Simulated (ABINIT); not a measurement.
# C in ABINIT: further runs

Runs on C. Level: LDA. Tasks: single point, relaxation of cell and atoms.

All numbers are computed with ABINIT 10.8.3 (patched build); they aren't measurements. Logs are shortened: lines on timing, memory, paths and dates and some standing lists are left out, and cuts for length are marked. The log counts tension as positive stress, the text compression.

### 1 Starting point

The cell holds a slab with vacuum, 4 atoms: a = 2.456 Å, b = 2.456 Å, c = 24.134 Å, α = 90.00°, β = 90.00°, γ = 120.00°.

The slab is cut from a database's or a generator's crystal, which needn't be the stable form of the element.

### 2 Single point, LDA

run.abi

```
# Pseudopotentials
pp_dirpath "./"
pseudos "C.upf"

# Structure
acell 2.456227506 2.456227506 24.1339601687 Angstrom
rprim
     1.0000000000     0.0000000000     0.0000000000
    -0.5000000000     0.8660254038     0.0000000000
     0.0000000000     0.0000000000     1.0000000000
ntypat 1
znucl 6
natom 4
typat 1 1 1 1
xcart
     2.3207986433     1.3399137212    26.0174309523
    -0.0000000002     2.6798274428    19.5891440692
     0.0000000000     0.0000000000    19.5894482651
     0.0000000000     0.0000000000    26.0171267564

# Plane-wave basis
ecut 31.0

# k points
kptopt 1
ngkpt 9 9 2
nshiftk 1
shiftk 0.0 0.0 0.0

# Exchange and correlation
ixc 7

# Bands and occupations
nband 12
occopt 3
tsmear 0.05 eV

# SCF cycle
nstep 100
tolvrs 1.0e-10

# Output
iomode 3
prtwf 0
prteig 0
prtebands 0
enunit 2
prtden 1
prtvha 1
prtvclmb 1
prtpot 1
prtelf 1
```

Potentials or basis: PseudoDojo NC SR LDA v0.4.1 standard.

Run with:

```sh
abinit run.abi > log 2>&1
```

run.abo:

```text
.Version 10.8.3 of ABINIT
 Symmetries : space group P-3 m 1 (#164); Bravais hP (primitive hexag.)
================================================================================
 Values of the parameters that define the memory need of the present run
     intxc =       0    ionmov =       0      iscf =       7    lmnmax =       4
     lnmax =       4     mgfft =     240  mpssoang =       2    mqgrid =   11431
     natom =       4  nloc_mem =       1    nspden =       1   nspinor =       1
    nsppol =       1      nsym =      12    n1xccc =    2501    ntypat =       1
    occopt =       3   xclevel =       1
       mpw =        7052          nfft =      138240          nkpt =          24
================================================================================
================================================================================

--------------------------------------------------------------------------------
------------- Echo of variables that govern the present computation ------------
--------------------------------------------------------------------------------
 -outvars: echo values of preprocessed input variables --------
            acell      4.6415972893E+00  4.6415972893E+00  4.5606575052E+01 Bohr
              amu      1.20110000E+01
             ecut      3.10000000E+01 Hartree
           enunit           2
              ixc           7
         kptrlatt        9    0    0      0    9    0      0    0    2
          kptrlen      4.17743756E+01
            natom           4
            nband          12
            ngfft          24      24     240
             nkpt          24
            nstep         100
             nsym          12
           ntypat           1
           occopt           3
        prtebands           0
           prteig           0
           prtelf           1
           prtpot           1
         prtvclmb           1
           prtvha           1
            prtwf           0
            rprim      1.0000000000E+00  0.0000000000E+00  0.0000000000E+00
                      -5.0000000000E-01  8.6602540380E-01  0.0000000000E+00
                       0.0000000000E+00  0.0000000000E+00  1.0000000000E+00
          spgroup         164
           tolvrs      1.00000000E-10
           tsmear      1.83746611E-03 Hartree
            typat      1  1  1  1
           xangst      1.2281137526E+00  7.0905180519E-01  1.3767831537E+01
                      -4.0502082756E-10  1.4181036111E+00  1.0366128615E+01
                      -4.0502071508E-10 -7.1695229974E-10  1.0366289589E+01
                      -4.0502071508E-10 -7.1695229974E-10  1.3767670563E+01
            xcart      2.3207986439E+00  1.3399137209E+00  2.6017430952E+01
                      -7.6537843938E-10  2.6798274431E+00  1.9589144069E+01
                      -7.6537822683E-10 -1.3548434918E-09  1.9589448265E+01
                      -7.6537822683E-10 -1.3548434918E-09  2.6017126756E+01
             xred      6.6666666633E-01  3.3333333300E-01  5.7047543961E-01
                       3.3333333300E-01  6.6666666633E-01  4.2952455971E-01
                      -3.3341916265E-10 -3.3704744551E-10  4.2953122971E-01
                      -3.3341916265E-10 -3.3704744551E-10  5.7046876961E-01
            znucl        6.00000

================================================================================

 chkinp: Checking input parameters for consistency.

================================================================================
== DATASET  1 ==================================================================

--- !DatasetInfo
iteration_state: {dtset: 1, }
dimensions: {natom: 4, nkpt: 24, mband: 12, nsppol: 1, nspinor: 1, nspden: 1, mpw: 7052, }
cutoff_energies: {ecut:  31.0, pawecutdg:  -1.0, }
electrons: {nelect:   1.60000000E+01, charge:   0.00000000E+00, occopt:   3.00000000E+00, tsmear:   1.83746611E-03, }
meta: {optdriver: 0, ionmov: 0, optcell: 0, iscf: 7, paral_kgb: 0, }
...

 Exchange-correlation functional for the present dataset will be:
  LDA: Perdew-Wang 92 LSD fit to Ceperley-Alder data - ixc=7
  J.P.Perdew and Y.Wang, PRB 45, 13244 (1992)

 Real(R)+Recip(G) space primitive vectors, cartesian coordinates (Bohr,Bohr^-1):
 R(1)=  4.6415973  0.0000000  0.0000000  G(1)=  0.2154431  0.1243861  0.0000000
 R(2)= -2.3207986  4.0197412  0.0000000  G(2)=  0.0000000  0.2487722  0.0000000
 R(3)=  0.0000000  0.0000000 45.6065751  G(3)=  0.0000000  0.0000000  0.0219267
 Unit cell volume ucvol=  8.5092838E+02 bohr^3
 Angles (23,13,12)=  9.00000000E+01  9.00000000E+01  1.20000000E+02 degrees

 getcut: wavevector=  0.0000  0.0000  0.0000  ngfft=  24  24 240
         ecut(hartree)=     31.000   => boxcut(ratio)=   2.06299

--- Pseudopotential description ------------------------------------------------
- pspini: atom type   1  psp file is ./C.upf
12 -1012 1 -1 1234                            pspcod,pspxc,lmax,lloc,mmax
     nproj     2     2

   2.78465922E+02                                ecore*ucvol(ha*bohr**3)
--------------------------------------------------------------------------------

================================================================================

--- !BeginCycle
iteration_state: {dtset: 1, }
solver: {iscf: 7, nstep: 100, nline: 4, wfoptalg: 0, }
tolerances: {tolvrs: 1.00E-10, }
...

     iter   Etot(hartree)      deltaE(h)  residm     vres2
 ETOT  1  -24.014367682427    -2.401E+01 9.812E-02 7.937E+02
 ETOT  2  -24.117354005306    -1.030E-01 1.234E-02 4.978E+02
 ETOT  3  -24.118093405440    -7.394E-04 1.671E-03 4.283E+02
 ETOT  4  -24.118547775706    -4.544E-04 1.004E-03 3.400E+02
 ETOT  5  -24.118713876416    -1.661E-04 9.518E-04 2.923E+02
 ETOT  6  -24.119030281971    -3.164E-04 5.846E-04 2.220E+02
 ETOT  7  -24.119176653897    -1.464E-04 7.865E-04 1.617E+02
 ETOT  8  -24.119215753940    -3.910E-05 3.546E-04 1.224E+02
 ETOT  9  -24.119229460633    -1.371E-05 5.384E-04 8.922E+01
 ETOT 10  -24.119236954943    -7.494E-06 3.774E-04 6.913E+01
 ETOT 11  -24.119241549712    -4.595E-06 5.560E-04 4.900E+01
 ETOT 12  -24.119246947787    -5.398E-06 1.453E-03 3.070E+01
 ETOT 13  -24.119248298333    -1.351E-06 5.937E-03 1.449E+01
 ETOT 14  -24.119250029645    -1.731E-06 3.413E-03 2.723E+00
 ETOT 15  -24.119250007067     2.258E-08 2.650E-03 3.596E-01
 ETOT 16  -24.119250939183    -9.321E-07 2.134E-04 1.335E-02
 ETOT 17  -24.119250976672    -3.749E-08 6.303E-05 8.559E-04
 ETOT 18  -24.119250979205    -2.534E-09 1.387E-02 5.204E-04
 ETOT 19  -24.119250979520    -3.144E-10 1.408E-04 3.743E-04
 ETOT 20  -24.119250979783    -2.635E-10 3.280E-05 2.574E-04
 ETOT 21  -24.119250979936    -1.522E-10 8.165E-06 1.356E-04
 ETOT 22  -24.119250980030    -9.458E-11 2.066E-06 5.327E-05
 ETOT 23  -24.119250980041    -1.111E-11 4.044E-06 3.624E-05
 ETOT 24  -24.119250980040     9.024E-13 1.035E-06 2.334E-05
 ETOT 25  -24.119250980045    -5.056E-12 2.023E-06 2.047E-05
 ETOT 26  -24.119250980042     3.155E-12 5.214E-07 1.163E-05
 ETOT 27  -24.119250980038     4.391E-12 1.015E-06 4.363E-06
 ETOT 28  -24.119250980039    -1.556E-12 2.631E-07 6.585E-07
 ETOT 29  -24.119250980046    -6.523E-12 5.115E-07 5.631E-08
 ETOT 30  -24.119250980044     2.196E-12 1.333E-07 2.494E-09
 ETOT 31  -24.119250980039     4.860E-12 2.590E-07 1.435E-09
 ETOT 32  -24.119250980040    -1.492E-12 6.774E-08 4.278E-10
 ETOT 33  -24.119250980045    -5.059E-12 1.314E-07 2.383E-10
 ETOT 34  -24.119250980045     5.294E-13 3.445E-08 8.344E-11

 At SCF step   34       vres2   =  8.34E-11 < tolvrs=  1.00E-10 =>converged.

 Compute ELF
--------------------------------------------------------------------------------

 Compute kinetic energy density

 Compute gradient of the electron density
 Electron Localization Function (ELF) [min:0;max:1]
)     Maximum=    9.4290E-01  at reduced coord.    0.6667    0.8333    0.4292
)     Minimum=    0.0000E+00  at reduced coord.    0.0000    0.0000    0.0000
   Integrated=    9.1056E+01

--------------------------------------------------------------------------------
 End of ELF section

 Cartesian components of stress tensor (hartree/bohr^3)
  sigma(1 1)=  7.26126264E-05  sigma(3 2)=  0.00000000E+00
  sigma(2 2)=  7.26126264E-05  sigma(3 1)=  0.00000000E+00
  sigma(3 3)=  4.30663981E-05  sigma(2 1)=  0.00000000E+00

--- !ResultsGS
iteration_state: {dtset: 1, }
comment   : Summary of ground state results
lattice_vectors:
- [  4.6415973,   0.0000000,   0.0000000, ]
- [ -2.3207986,   4.0197412,   0.0000000, ]
- [  0.0000000,   0.0000000,  45.6065751, ]
lattice_lengths: [   4.64160,    4.64160,   45.60658, ]
lattice_angles: [ 90.000,  90.000, 120.000, ] # degrees, (23, 13, 12)
lattice_volume:   8.5092838E+02
convergence: {deltae:  5.294E-13, res2:  8.344E-11, residm:  3.445E-08, diffor: null, }
etotal    :  -2.41192510E+01
entropy   :   0.00000000E+00
fermie    :  -7.08496777E-02
cartesian_stress_tensor: # hartree/bohr^3
- [  7.26126264E-05,   0.00000000E+00,   0.00000000E+00, ]
- [  0.00000000E+00,   7.26126264E-05,   0.00000000E+00, ]
- [  0.00000000E+00,   0.00000000E+00,   4.30663981E-05, ]
pressure_GPa:  -1.8466E+00
xred      :
- [  6.6667E-01,   3.3333E-01,   5.7048E-01,  C]
- [  3.3333E-01,   6.6667E-01,   4.2952E-01,  C]
- [ -3.3342E-10,  -3.3705E-10,   4.2953E-01,  C]
- [ -3.3342E-10,  -3.3705E-10,   5.7047E-01,  C]
cartesian_forces: # hartree/bohr
- [  1.62431296E-27,  -1.47368182E-27,  -3.69643166E-05, ]
- [ -1.16022354E-27,  -3.08133472E-27,   3.69643166E-05, ]
- [  2.32044708E-28,   4.15310332E-27,   6.69030501E-04, ]
- [ -6.96134125E-28,   4.01913224E-28,  -6.69030501E-04, ]
force_length_stats: {min:   3.69643166E-05, max:   6.69030501E-04, mean:   3.52997409E-04, }
...

 Integrated electronic density in atomic spheres:
 ------------------------------------------------
 Atom  Sphere_radius  Integrated_density
    1        2.00000          4.76541908
    2        2.00000          4.76541908
    3        2.00000          4.76372278
    4        2.00000          4.76372278
================================================================================

 ----iterations are completed or convergence reached----

 Mean square residual over all n,k,spin=   15.690E-11; max=  34.452E-09
 reduced coordinates (array xred) for    4 atoms
       0.666666666333      0.333333332996      0.570475439614
       0.333333333000      0.666666666330      0.429524559709
      -0.000000000333     -0.000000000337      0.429531229709
      -0.000000000333     -0.000000000337      0.570468769613
 rms dE/dt=  1.2476E-02; max dE/dt=  3.0512E-02; dE/dt below (all hartree)
    1      -0.000000000000      0.000000000000      0.001685815881
    2       0.000000000000      0.000000000000     -0.001685815881
    3       0.000000000000     -0.000000000000     -0.030512189770
    4       0.000000000000      0.000000000000      0.030512189770

 cartesian coordinates (angstrom) at end:
    1      1.22811375259498     0.70905180518582    13.76783153685924
    2     -0.00000000040502     1.41810361108859    10.36612861548380
    3     -0.00000000040502    -0.00000000071695    10.36628958902162
    4     -0.00000000040502    -0.00000000071695    13.76767056332142

 cartesian forces (hartree/bohr) at end:
    1      0.00000000000000    -0.00000000000000    -0.00003696431663
    2     -0.00000000000000    -0.00000000000000     0.00003696431663
    3      0.00000000000000     0.00000000000000     0.00066903050131
    4     -0.00000000000000     0.00000000000000    -0.00066903050131
 frms,max,avg= 2.7354712E-04 6.6903050E-04   0.000E+00  0.000E+00  0.000E+00 h/b

 cartesian forces (eV/Angstrom) at end:
    1      0.00000000000000    -0.00000000000000    -0.00190078158519
    2     -0.00000000000000    -0.00000000000000     0.00190078158519
    3      0.00000000000000     0.00000000000000     0.03440293160538
    4     -0.00000000000000     0.00000000000000    -0.03440293160538
 frms,max,avg= 1.4066359E-02 3.4402932E-02   0.000E+00  0.000E+00  0.000E+00 e/A
 length scales=  4.641597289262  4.641597289262 45.606575052410 bohr
              =  2.456227506000  2.456227506000 24.133960168700 angstroms
 Fermi (or HOMO) energy (hartree) =  -0.07085   Average Vxc (hartree)=  -0.12523
 Eigenvalues (hartree) for nkpt=  24  k points:
 kpt#   1, nband= 12, wtk=  0.00617, kpt=  0.0000  0.0000  0.0000 (reduced coord)
  -0.78646   -0.78118   -0.37181   -0.33699   -0.18117   -0.18117   -0.18091   -0.18091
   0.05655    0.07574    0.09839    0.12279
      occupation numbers for kpt#   1
   2.00000    2.00000    2.00000    2.00000    2.00000    2.00000    2.00000    2.00000
   0.00000    0.00000    0.00000    0.00000
 prteigrs : prtvol=0 or 1, do not print more k-points.

 Fermi (or HOMO) energy (eV) =  -1.92792   Average Vxc (eV)=  -3.40765
 Eigenvalues (   eV  ) for nkpt=  24  k points:
 kpt#   1, nband= 12, wtk=  0.00617, kpt=  0.0000  0.0000  0.0000 (reduced coord)
 -21.40080  -21.25710  -10.11752   -9.17009   -4.92981   -4.92981   -4.92288   -4.92288
   1.53874    2.06097    2.67739    3.34132
 prteigrs : prtvol=0 or 1, do not print more k-points.

--- !EnergyTerms
iteration_state     : {dtset: 1, }
comment             : Components of total free energy in Hartree
kinetic             :  1.69204670247883E+01
hartree             :  1.87759284515694E+02
xc                  : -8.55619591057391E+00
Ewald energy        :  1.68949937844262E+02
psp_core            :  3.27249543010388E-01
local_psp           : -3.88223861961199E+02
non_local_psp       : -1.29600401684785E+00
internal            : -2.41191229608662E+01
'-kT*entropy'       : -1.28019178681737E-04
total_energy        : -2.41192509800449E+01
total_energy_eV     : -6.56318254381756E+02
band_energy         : -6.48615109211976E+00
...

 Cartesian components of stress tensor (hartree/bohr^3)
  sigma(1 1)=  7.26126264E-05  sigma(3 2)=  0.00000000E+00
  sigma(2 2)=  7.26126264E-05  sigma(3 1)=  0.00000000E+00
  sigma(3 3)=  4.30663981E-05  sigma(2 1)=  0.00000000E+00

-Cartesian components of stress tensor (GPa)         [Pressure= -1.8466E+00 GPa]
- sigma(1 1)=  2.13633723E+00  sigma(3 2)=  0.00000000E+00
- sigma(2 2)=  2.13633723E+00  sigma(3 1)=  0.00000000E+00
- sigma(3 3)=  1.26705718E+00  sigma(2 1)=  0.00000000E+00

== END DATASET(S) ==============================================================
================================================================================

 -outvars: echo values of variables after computation  --------
            acell      4.6415972893E+00  4.6415972893E+00  4.5606575052E+01 Bohr
           etotal     -2.4119250980E+01
            fcart      1.6243129584E-27 -1.4736818231E-27 -3.6964316629E-05
                      -1.1602235417E-27 -3.0813347210E-27  3.6964316629E-05
                       2.3204470835E-28  4.1531033196E-27  6.6903050131E-04
                      -6.9613412505E-28  4.0191322448E-28 -6.6903050131E-04
            rprim      1.0000000000E+00  0.0000000000E+00  0.0000000000E+00
                      -5.0000000000E-01  8.6602540380E-01  0.0000000000E+00
                       0.0000000000E+00  0.0000000000E+00  1.0000000000E+00
           strten      7.2612626408E-05  7.2612626391E-05  4.3066398102E-05
                       0.0000000000E+00  0.0000000000E+00  0.0000000000E+00
           xangst      1.2281137526E+00  7.0905180519E-01  1.3767831537E+01
                      -4.0502082756E-10  1.4181036111E+00  1.0366128615E+01
                      -4.0502071508E-10 -7.1695229974E-10  1.0366289589E+01
                      -4.0502071508E-10 -7.1695229974E-10  1.3767670563E+01
             xred      6.6666666633E-01  3.3333333300E-01  5.7047543961E-01
                       3.3333333300E-01  6.6666666633E-01  4.2952455971E-01
                      -3.3341916265E-10 -3.3704744551E-10  4.2953122971E-01
                      -3.3341916265E-10 -3.3704744551E-10  5.7046876961E-01
 Calculation completed.
```

Wall time 2.7 min (1 thread of Arm Neoverse V1, shared host); peak memory 0.11 GiB.

What came out:

```
Free energy                                       : -656.3183 eV
Largest force                                     : 0.034 eV/Å
Band gap on the k mesh                            : none (metal or under the smearing width)
All electrons inside the program's atomic spheres : C 4.77, 4.76 (radii [1.0584] Å)
```

Forces on the atoms (eV/Å):
```
C    0.000  0.000 -0.002
C    0.000  0.000  0.002
C    0.000  0.000  0.034
C    0.000  0.000 -0.034
```

Caveat: the cutoff is too short for stress, so the log's stress isn't used.

(Continued in part 2 of 2.)
